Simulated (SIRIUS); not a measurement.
# Ta (Im-3m) in SIRIUS: further runs, part 2 of 4

SIRIUS 7.12.0.

## Step 3: Equation of state, LDA, 16.93 Å³/atom (volume scaled by 0.94)

Contents of sirius.json:

```json
{
  "control": {
    "processing_unit": "cpu",
    "std_evp_solver_name": "lapack",
    "gen_evp_solver_name": "lapack",
    "verbosity": 2,
    "print_forces": false,
    "ortho_rf": true,
    "use_second_variation": true,
    "rmt_max": 3.0,
    "num_bands_to_print": 22,
    "save_wf": true
  },
  "parameters": {
    "electronic_structure_method": "full_potential_lapwlo",
    "xc_functionals": ["XC_LDA_X", "XC_LDA_C_PW"],
    "core_relativity": "dirac",
    "valence_relativity": "iora",
    "num_fv_states": 22,
    "smearing": "fermi_dirac",
    "smearing_width": 0.0018374661,
    "pw_cutoff": 20,
    "gk_cutoff": 3.54,
    "lmax_apw": 11,
    "lmax_rho": 8,
    "lmax_pot": 8,
    "num_mag_dims": 0,
    "auto_rmt": 0,
    "ngridk": [11, 11, 11],
    "shiftk": [0, 0, 0],
    "num_dft_iter": 80,
    "energy_tol": 1e-07,
    "density_tol": 1e-05,
    "use_symmetry": true
  },
  "settings": {"tol_ne": 1e-10},
  "iterative_solver": {"type": "exact"},
  "mixer": {"type": "anderson", "beta": 0.5, "max_history": 8},
  "unit_cell": {
    "lattice_vectors": [
      [-3.0567660819, 3.0567660819, 3.0567660819],
      [3.0567660819, -3.0567660819, 3.0567660819],
      [3.0567660819, 3.0567660819, -3.0567660819]
    ],
    "atom_types": ["Ta"],
    "atom_files": {"Ta": "Ta.json"},
    "atoms": {"Ta": [[0.0, 0.0, 0.0]]}
  }
}
```

Contents of Ta.json:

```json
{
  "name": "tantalum",
  "symbol": "Ta",
  "number": 73,
  "mass": 180.94788,
  "rmin": 1e-06,
  "rmt": 2.6,
  "nrmt": 800,
  "rinf": 15.8,
  "core": "1s2s2p3s3p3d4s4p4d",
  "valence": [
    {"basis": [{"enu": 0.23, "dme": 0, "n": 0, "auto": 0}, {"enu": 0.23, "dme": 1, "n": 0, "auto": 0}]},
    {"l": 0, "n": 1, "basis": [{"enu": 0.33, "dme": 0, "n": 0, "auto": 0}]},
    {"l": 1, "n": 2, "basis": [{"enu": 0.33, "dme": 0, "n": 0, "auto": 0}]},
    {"l": 2, "n": 3, "basis": [{"enu": 0.33, "dme": 0, "n": 0, "auto": 0}]},
    {"l": 3, "n": 4, "basis": [{"enu": 0.33, "dme": 0, "n": 0, "auto": 0}]},
    {"l": 4, "n": 5, "basis": [{"enu": 0.33, "dme": 0, "n": 0, "auto": 0}]}
  ],
  "lo": [
    {"l": 0, "basis": [{"enu": 0.33, "dme": 0, "n": 0, "auto": 0}, {"enu": 0.33, "dme": 1, "n": 0, "auto": 0}]},
    {
      "l": 0,
      "basis": [{"enu": -2.2072, "dme": 0, "n": 5, "auto": 1}, {"enu": -2.2072, "dme": 1, "n": 5, "auto": 1}]
    },
    {
      "l": 0,
      "basis": [{"enu": -2.2072, "dme": 1, "n": 5, "auto": 1}, {"enu": 0.33, "dme": 0, "n": 0, "auto": 0}]
    },
    {"l": 0, "basis": [{"enu": 0.33, "dme": 0, "n": 0, "auto": 0}, {"enu": 2.6969, "dme": 0, "n": 0, "auto": 0}]},
    {"l": 1, "basis": [{"enu": 0.33, "dme": 0, "n": 0, "auto": 0}, {"enu": 0.33, "dme": 1, "n": 0, "auto": 0}]},
    {
      "l": 1,
      "basis": [{"enu": -0.9803, "dme": 0, "n": 5, "auto": 1}, {"enu": -0.9803, "dme": 1, "n": 5, "auto": 1}]
    },
    {
      "l": 1,
      "basis": [{"enu": -0.9803, "dme": 1, "n": 5, "auto": 1}, {"enu": 0.33, "dme": 0, "n": 0, "auto": 0}]
    },
    {"l": 1, "basis": [{"enu": 0.33, "dme": 0, "n": 0, "auto": 0}, {"enu": 3.0519, "dme": 0, "n": 0, "auto": 0}]},
    {"l": 2, "basis": [{"enu": 0.33, "dme": 0, "n": 0, "auto": 0}, {"enu": 0.33, "dme": 1, "n": 0, "auto": 0}]},
    {"l": 2, "basis": [{"enu": 0.33, "dme": 1, "n": 0, "auto": 0}, {"enu": 0.33, "dme": 2, "n": 0, "auto": 0}]},
    {"l": 2, "basis": [{"enu": 0.33, "dme": 0, "n": 0, "auto": 0}, {"enu": 2.6377, "dme": 0, "n": 0, "auto": 0}]},
    {"l": 3, "basis": [{"enu": 0.33, "dme": 0, "n": 0, "auto": 0}, {"enu": 0.33, "dme": 1, "n": 0, "auto": 0}]},
    {
      "l": 3,
      "basis": [{"enu": -0.4547, "dme": 0, "n": 4, "auto": 1}, {"enu": -0.4547, "dme": 1, "n": 4, "auto": 1}]
    },
    {
      "l": 3,
      "basis": [{"enu": -0.4547, "dme": 1, "n": 4, "auto": 1}, {"enu": 0.33, "dme": 0, "n": 0, "auto": 0}]
    },
    {"l": 3, "basis": [{"enu": 0.33, "dme": 0, "n": 0, "auto": 0}, {"enu": 3.762, "dme": 0, "n": 0, "auto": 0}]},
    {"l": 4, "basis": [{"enu": 0.33, "dme": 0, "n": 0, "auto": 0}, {"enu": 0.33, "dme": 1, "n": 0, "auto": 0}]},
    {"l": 4, "basis": [{"enu": 0.33, "dme": 0, "n": 0, "auto": 0}, {"enu": 3.1702, "dme": 0, "n": 0, "auto": 0}]}
  ],
  "free_atom": [... radial grid and density of the free atom, the start of the SCF ...]
}
```

Contents of sirius_start.json:

```json
{
  "control": {
    "processing_unit": "cpu",
    "std_evp_solver_name": "lapack",
    "gen_evp_solver_name": "lapack",
    "verbosity": 1,
    "print_forces": false,
    "ortho_rf": true,
    "use_second_variation": true,
    "rmt_max": 3.0,
    "num_bands_to_print": 22,
    "save_wf": false
  },
  "parameters": {
    "electronic_structure_method": "full_potential_lapwlo",
    "xc_functionals": ["XC_LDA_X", "XC_LDA_C_PW"],
    "core_relativity": "dirac",
    "valence_relativity": "iora",
    "num_fv_states": 22,
    "smearing": "fermi_dirac",
    "smearing_width": 0.0055123983,
    "pw_cutoff": 20,
    "gk_cutoff": 2.83,
    "lmax_apw": 11,
    "lmax_rho": 8,
    "lmax_pot": 8,
    "num_mag_dims": 0,
    "auto_rmt": 0,
    "ngridk": [4, 4, 4],
    "shiftk": [0, 0, 0],
    "num_dft_iter": 30,
    "energy_tol": 0.01,
    "density_tol": 0.05,
    "use_symmetry": true
  },
  "settings": {"tol_ne": 1e-10},
  "iterative_solver": {"type": "exact"},
  "mixer": {"type": "anderson", "beta": 0.5, "max_history": 8},
  "unit_cell": {
    "lattice_vectors": [
      [-3.0567660819, 3.0567660819, 3.0567660819],
      [3.0567660819, -3.0567660819, 3.0567660819],
      [3.0567660819, 3.0567660819, -3.0567660819]
    ],
    "atom_types": ["Ta"],
    "atom_files": {"Ta": "Ta.json"},
    "atoms": {"Ta": [[0.0, 0.0, 0.0]]}
  }
}
```

Potentials or basis: all-electron FP-LAPW, apw+lo standard.

The run is started by

```sh
$ OMP_NUM_THREADS=1 sirius.scf --input=sirius_start.json --output=start.json
$ OMP_NUM_THREADS=1 sirius.scf --input=sirius.json --output=output.json --task=1
```

Standard output:

```text
[info] SIRIUS version : 7.12.0
[info] number of MPI ranks           : 1
[info] MPI grid                      : 1 1
[info] maximum number of OMP threads : 1
[fft] FFT context for density and potential
[fft] =====================================
[fft]   plane wave cutoff                     : 20
[fft]   grid size                             : 36 36 36   total : 46656
[fft]   grid limits                           : -17 18   -17 18   -17 18
[fft]   number of G-vectors within the cutoff : 15587
[fft]   number of G-shells                    : 423
[fft] FFT context for coarse grid
[fft] =====================================
[fft]   plane wave cutoff                     : 7.08
[fft]   grid size                             : 15 15 15   total : 3375
[fft]   grid limits                           : -7 7   -7 7   -7 7
[fft]   number of G-vectors within the cutoff : 675
[fft]   number of G-shells                    : 28
[unit cell] lattice vectors
[unit cell]   a1 :      -3.0567660819      3.0567660819      3.0567660819
[unit cell]   a2 :       3.0567660819     -3.0567660819      3.0567660819
[unit cell]   a3 :       3.0567660819      3.0567660819     -3.0567660819
[unit cell] reciprocal lattice vectors
[unit cell]   b1 :      -0.0000000000      1.0277504295      1.0277504295
[unit cell]   b2 :       1.0277504295     -0.0000000000      1.0277504295
[unit cell]   b3 :       1.0277504295      1.0277504295     -0.0000000000
[unit cell] unit cell volume :       114.24747450 [a.u.^3]
[unit cell] 1/sqrt(omega)    :         0.09355709
[unit cell] MT volume        :        73.62217664 (64.44%)
[unit cell] IT volume        :        40.62529787 (35.56%)
[unit cell] number of atom types : 1
[unit cell] type id : 0 symbol : Ta mt_radius :   2.600000 num_atoms : 1
[unit cell] total number of atoms : 1
[unit cell] number of symmetry classes : 1
[unit cell] atom id  type id  class id             position                      vector_field
[unit cell] ------------------------------------------------------------------------------------------
[unit cell]      0        0        0      0.00000   0.00000   0.00000      0.00000   0.00000   0.00000
[unit cell] atom id         position (Cartesian, a.u.)
[unit cell] ---------------------------------------------
[unit cell]      0       0.000000    0.000000    0.000000
[unit cell] class id : 0 atom id : 0
[... 314 lines left out ...]
[generate_radial_functions] {l: 3, n: 4, enu: -0.261171, dme: 1, auto: 1}
[generate_radial_functions] {l: 3, n: 4, enu: -0.261171, dme: 1, auto: 1}
[diagonalize] Lowest band energies
[diagonalize] ik:    0   -2.035499   -0.778784   -0.778784   -0.778784   -0.263031   -0.263031   -0.263031   -0.260593   -0.260593   -0.260593   -0.258487    0.129037    0.450478    0.450478    0.450478    0.578562    0.578562    0.975580    0.975580    0.975580    1.421423    1.421423
[diagonalize] ik:    1   -2.035059   -0.783399   -0.780188   -0.778817   -0.262958   -0.262869   -0.262854   -0.260760   -0.260654   -0.260642   -0.258720    0.143536    0.441247    0.447512    0.464889    0.564595    0.578651    0.988318    1.000138    1.013328    1.320545    1.364275
[diagonalize] ik:    2   -2.033875   -0.795380   -0.783901   -0.778907   -0.262792   -0.262433   -0.262383   -0.261160   -0.260890   -0.260741   -0.259191    0.182249    0.418968    0.433502    0.506893    0.550952    0.580870    1.008122    1.068077    1.081261    1.230508    1.279806
[diagonalize] ik:    3   -2.032314   -0.810318   -0.788675   -0.779028   -0.262664   -0.262042   -0.261852   -0.261385   -0.261359   -0.260778   -0.259549    0.228278    0.393819    0.420298    0.559655    0.572373    0.588513    0.979424    1.050673    1.167936    1.239775    1.310880
[diagonalize] ik:    4   -2.030870   -0.823392   -0.792976   -0.779145   -0.262654   -0.262368   -0.261968   -0.261312   -0.260833   -0.260715   -0.259698    0.253116    0.373566    0.443229    0.575346    0.601659    0.652295    0.918389    0.962270    1.182393    1.288020    1.324751
[diagonalize] ...
[diagonalize] ik:   51   -2.027103   -0.819582   -0.813017   -0.802273   -0.262905   -0.262256   -0.262101   -0.261723   -0.260513   -0.260333   -0.260033    0.307600    0.318193    0.479542    0.579671    0.665693    0.805165    0.829101    0.906575    1.189961    1.238799    1.282203
[diagonalize] ik:   52   -2.027260   -0.815022   -0.809037   -0.809037   -0.262729   -0.262329   -0.261858   -0.261858   -0.260569   -0.260286   -0.260286    0.306802    0.312943    0.553077    0.553077    0.633666    0.647692    0.975369    0.975369    1.092778    1.285806    1.316576
[diagonalize] ik:   53   -2.026589   -0.817843   -0.811871   -0.809735   -0.263081   -0.262239   -0.262027   -0.261930   -0.260314   -0.260091   -0.260046    0.292111    0.299310    0.572291    0.572979    0.686340    0.726763    0.865215    0.895016    1.136931    1.274029    1.295910
[diagonalize] ik:   54   -2.026267   -0.816078   -0.816078   -0.810214   -0.263248   -0.262123   -0.262123   -0.262017   -0.260103   -0.260103   -0.259926    0.287097    0.287097    0.571646    0.657879    0.657879    0.812359    0.812359    0.818203    1.120653    1.294023    1.294023
[diagonalize] ik:   55   -2.025956   -0.815584   -0.814759   -0.814759   -0.263401   -0.262159   -0.262088   -0.262088   -0.259973   -0.259934   -0.259934    0.276361    0.278487    0.654702    0.654702    0.685996    0.743443    0.813417    0.813417    1.066837    1.310320    1.316237
[generate_core_charge_density] atom class : 0
[generate_core_charge_density]   n,l,k : 1 0 1  energy :       -2469.75885666
[generate_core_charge_density]   n,l,k : 2 0 1  energy :        -423.56850100
[generate_core_charge_density]   n,l,k : 2 1 1  energy :        -404.88076268
[generate_core_charge_density]   n,l,k : 2 1 2  energy :        -358.24777538
[generate_core_charge_density]   n,l,k : 3 0 1  energy :         -96.51073565
[generate_core_charge_density]   n,l,k : 3 1 1  energy :         -88.19316546
[generate_core_charge_density]   n,l,k : 3 1 2  energy :         -78.15611721
[generate_core_charge_density]   n,l,k : 3 2 2  energy :         -64.07364374
[generate_core_charge_density]   n,l,k : 3 2 3  energy :         -61.88564811
[generate_core_charge_density]   n,l,k : 4 0 1  energy :         -19.13310798
[generate_core_charge_density]   n,l,k : 4 1 1  energy :         -15.70586401
[generate_core_charge_density]   n,l,k : 4 1 2  energy :         -13.38578987
[generate_core_charge_density]   n,l,k : 4 2 2  energy :          -7.74596902
[generate_core_charge_density]   n,l,k : 4 2 3  energy :          -7.31969033
[find] Total energy                   :  -15616.90816707 (Ha),  -31233.81633415 (Ry)
[find] iteration : 1, RMS (target) : 4.0217e-03 (1.0000e-05) , energy difference (target) : -2.5685e-05 (1.0000e-07)
[find] Total energy                   :  -15616.90816389 (Ha),  -31233.81632779 (Ry)
[... 17 lines left out ...]
[find] valence_eval_sum               :     -10.42474560
[find] core_eval_sum                  :   -9536.49659449
[find] kinetic energy                 :   17526.91007748
[find] enuc                           :  -19503.18662233
[find] <rho|V^{XC}>                   :    -409.31461722
[find] <rho|E^{XC}>                   :    -308.37325552
[find] <mag|B^{XC}>                   :       0.00000000
[find] <rho|V^{H}>                    :  -26664.51680034
[find] smearing (-TS)                 :      -0.00026319
[find] SCF correction                 :       0.00003304
[find] Total energy                   :  -15616.90816750 (Ha),  -31233.81633500 (Ry)
[find] Free energy (E-TS)             :  -15616.90843069 (Ha),  -31233.81686138 (Ry)
[find] band gap (eV)                  :       0.00000000
[find] Efermi                         :       0.43994186
[find] iteration : 6, RMS (target) : 7.5904e-07 (1.0000e-05) , energy difference (target) : 8.4074e-09 (1.0000e-07)
[find] converged after 7 SCF iterations!
[find] Charges and magnetic moments
[find] --------------------------------------------------------------------------------
[find] atom      charge    core leakage
[find] --------------------------------------------------------------------------------
[find]    0   71.395777    8.501152e-07
[find] total core leakage    : 8.50115187e-07
[find] interstitial charge   : 1.604219
[find] total charge          : 72.999996
[find] Energy
[find] --------------------------------------------------------------------------------
[find] valence_eval_sum               :     -10.42474560
[find] core_eval_sum                  :   -9536.49659449
[find] kinetic energy                 :   17526.91007748
[find] enuc                           :  -19503.18662233
[find] <rho|V^{XC}>                   :    -409.31461722
[find] <rho|E^{XC}>                   :    -308.37325552
[find] <mag|B^{XC}>                   :       0.00000000
[find] <rho|V^{H}>                    :  -26664.51680034
[find] smearing (-TS)                 :      -0.00026319
[find] SCF correction                 :       0.00003304
[find] Total energy                   :  -15616.90816750 (Ha),  -31233.81633500 (Ry)
[find] Free energy (E-TS)             :  -15616.90843069 (Ha),  -31233.81686138 (Ry)
[find] band gap (eV)                  :       0.00000000
[find] Efermi                         :       0.43994186
```

It took 40 s on 1 thread of Arm Neoverse V1, shared host; peak memory 0.33 GiB.

Results:

```yaml
Free_energy: -424957.7273 eV
Band_gap_on_the_k_mesh: none (metal or under the smearing width)
All_electrons_inside_the_program's_atomic_spheres: Ta 71.40 (radii Ta 2.6 bohr)
```

## Step 4: Equation of state, LDA, 17.29 Å³/atom (volume scaled by 0.96)

sirius.json, as its differences from that of step 3:

```diff
@@ -40,5 +40,5 @@
     "lattice_vectors": [
-      [-3.0567660819, 3.0567660819, 3.0567660819],
-      [3.0567660819, -3.0567660819, 3.0567660819],
-      [3.0567660819, 3.0567660819, -3.0567660819]
+      [-3.0782933128, 3.0782933128, 3.0782933128],
+      [3.0782933128, -3.0782933128, 3.0782933128],
+      [3.0782933128, 3.0782933128, -3.0782933128]
     ],
```

Contents of Ta.json:

```json
{
  "name": "tantalum",
  "symbol": "Ta",
  "number": 73,
  "mass": 180.94788,
  "rmin": 1e-06,
  "rmt": 2.6,
  "nrmt": 800,
  "rinf": 15.8,
  "core": "1s2s2p3s3p3d4s4p4d",
  "valence": [
    {"basis": [{"enu": 0.22, "dme": 0, "n": 0, "auto": 0}, {"enu": 0.22, "dme": 1, "n": 0, "auto": 0}]},
    {"l": 0, "n": 1, "basis": [{"enu": 0.32, "dme": 0, "n": 0, "auto": 0}]},
    {"l": 1, "n": 2, "basis": [{"enu": 0.32, "dme": 0, "n": 0, "auto": 0}]},
    {"l": 2, "n": 3, "basis": [{"enu": 0.32, "dme": 0, "n": 0, "auto": 0}]},
    {"l": 3, "n": 4, "basis": [{"enu": 0.32, "dme": 0, "n": 0, "auto": 0}]},
    {"l": 4, "n": 5, "basis": [{"enu": 0.32, "dme": 0, "n": 0, "auto": 0}]}
  ],
  "lo": [
    {"l": 0, "basis": [{"enu": 0.32, "dme": 0, "n": 0, "auto": 0}, {"enu": 0.32, "dme": 1, "n": 0, "auto": 0}]},
    {
      "l": 0,
      "basis": [{"enu": -2.2172, "dme": 0, "n": 5, "auto": 1}, {"enu": -2.2172, "dme": 1, "n": 5, "auto": 1}]
    },
    {
      "l": 0,
      "basis": [{"enu": -2.2172, "dme": 1, "n": 5, "auto": 1}, {"enu": 0.32, "dme": 0, "n": 0, "auto": 0}]
    },
    {"l": 0, "basis": [{"enu": 0.32, "dme": 0, "n": 0, "auto": 0}, {"enu": 2.6869, "dme": 0, "n": 0, "auto": 0}]},
    {"l": 1, "basis": [{"enu": 0.32, "dme": 0, "n": 0, "auto": 0}, {"enu": 0.32, "dme": 1, "n": 0, "auto": 0}]},
    {
      "l": 1,
      "basis": [{"enu": -0.9903, "dme": 0, "n": 5, "auto": 1}, {"enu": -0.9903, "dme": 1, "n": 5, "auto": 1}]
    },
    {
      "l": 1,
      "basis": [{"enu": -0.9903, "dme": 1, "n": 5, "auto": 1}, {"enu": 0.32, "dme": 0, "n": 0, "auto": 0}]
    },
    {"l": 1, "basis": [{"enu": 0.32, "dme": 0, "n": 0, "auto": 0}, {"enu": 3.0419, "dme": 0, "n": 0, "auto": 0}]},
    {"l": 2, "basis": [{"enu": 0.32, "dme": 0, "n": 0, "auto": 0}, {"enu": 0.32, "dme": 1, "n": 0, "auto": 0}]},
    {"l": 2, "basis": [{"enu": 0.32, "dme": 1, "n": 0, "auto": 0}, {"enu": 0.32, "dme": 2, "n": 0, "auto": 0}]},
    {"l": 2, "basis": [{"enu": 0.32, "dme": 0, "n": 0, "auto": 0}, {"enu": 2.6277, "dme": 0, "n": 0, "auto": 0}]},
    {"l": 3, "basis": [{"enu": 0.32, "dme": 0, "n": 0, "auto": 0}, {"enu": 0.32, "dme": 1, "n": 0, "auto": 0}]},
    {
      "l": 3,
      "basis": [{"enu": -0.4647, "dme": 0, "n": 4, "auto": 1}, {"enu": -0.4647, "dme": 1, "n": 4, "auto": 1}]
    },
    {
      "l": 3,
      "basis": [{"enu": -0.4647, "dme": 1, "n": 4, "auto": 1}, {"enu": 0.32, "dme": 0, "n": 0, "auto": 0}]
    },
    {"l": 3, "basis": [{"enu": 0.32, "dme": 0, "n": 0, "auto": 0}, {"enu": 3.752, "dme": 0, "n": 0, "auto": 0}]},
    {"l": 4, "basis": [{"enu": 0.32, "dme": 0, "n": 0, "auto": 0}, {"enu": 0.32, "dme": 1, "n": 0, "auto": 0}]},
    {"l": 4, "basis": [{"enu": 0.32, "dme": 0, "n": 0, "auto": 0}, {"enu": 3.1602, "dme": 0, "n": 0, "auto": 0}]}
  ],
  "free_atom": [... radial grid and density of the free atom, the start of the SCF ...]
}
```

sirius_start.json, as its differences from that of step 3:

```diff
@@ -40,5 +40,5 @@
     "lattice_vectors": [
-      [-3.0567660819, 3.0567660819, 3.0567660819],
-      [3.0567660819, -3.0567660819, 3.0567660819],
-      [3.0567660819, 3.0567660819, -3.0567660819]
+      [-3.0782933128, 3.0782933128, 3.0782933128],
+      [3.0782933128, -3.0782933128, 3.0782933128],
+      [3.0782933128, 3.0782933128, -3.0782933128]
     ],
```

The run is started by

```sh
$ OMP_NUM_THREADS=1 sirius.scf --input=sirius_start.json --output=start.json
$ OMP_NUM_THREADS=1 sirius.scf --input=sirius.json --output=output.json --task=1
```

Run time: 40 s. Hardware: 1 thread of Arm Neoverse V1, shared host; peak memory 0.34 GiB.

The run converged. Its results:

```
Free energy                                       : -424957.7297 eV
Band gap on the k mesh                            : none (metal or under the smearing width)
All electrons inside the program's atomic spheres : Ta 71.34 (radii Ta 2.6 bohr)
```

(Part 2 of 4 ends here.)
